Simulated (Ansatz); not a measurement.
A 6-atom cell of SiO₂ (I-42d) from a materials database was relaxed with 3 functionals in the PAW code Ansatz, cell and atoms free, the symmetry of the start kept (meshes: PBE 6×6×6, r2SCAN 6×6×6, PBEsol 6×6×6). Calculated for a static, non-magnetic cell.

The PBE result:
```cif
data_structure
_symmetry_space_group_name_H-M 'I-42d'
_symmetry_Int_Tables_number 122
_cell_length_a 5.0263
_cell_length_b 5.0263
_cell_length_c 7.3717
_cell_angle_alpha 90.000
_cell_angle_beta 90.000
_cell_angle_gamma 90.000
_cell_volume 186.24
loop_
_atom_site_label
_atom_site_type_symbol
_atom_site_symmetry_multiplicity
_atom_site_Wyckoff_symbol
_atom_site_fract_x
_atom_site_fract_y
_atom_site_fract_z
_atom_site_occupancy
Si1 Si 4 a 0.00000 0.00000 0.00000 1
O1 O 8 d 0.09248 0.25000 0.12500 1
```

It is tetragonal, I-42d (No. 122); conventional cell a = 5.026 Å, c = 7.372 Å, 15.52 Å³ an atom. Si has 4 O at 1.63 Å; O has 2 Si at 1.63 Å.

(1) Order the functionals by the relaxed volume, smallest first.
A. PBEsol
B. r2SCAN
C. PBE

(2) What lattice does PBEsol give?

(3) How does the cell change with r2SCAN?

(4) Held at the r2SCAN cell, what mean stress does PBE find, and does its sign point to its own minimum?

Results:

(1) B (14.91 Å³/atom), A (15.19 Å³/atom), C (15.52 Å³/atom).

(2) a = 4.984 Å, c = 7.336 Å; the volume differs by -2.1 % from PBE's. Si is surrounded by 4 O at 1.62 Å; O is surrounded by 2 Si at 1.62 Å.

(3) a = 4.946 Å, c = 7.314 Å; the volume differs by -3.9 % from PBE's. Si is surrounded by 4 O at 1.61 Å; O is surrounded by 2 Si at 1.61 Å.

(4) Yes. PBE +4.43 GPa, and its relaxed volume is +4.1 % from r2SCAN's. Compression counts positive, so a positive stress asks for a larger cell.
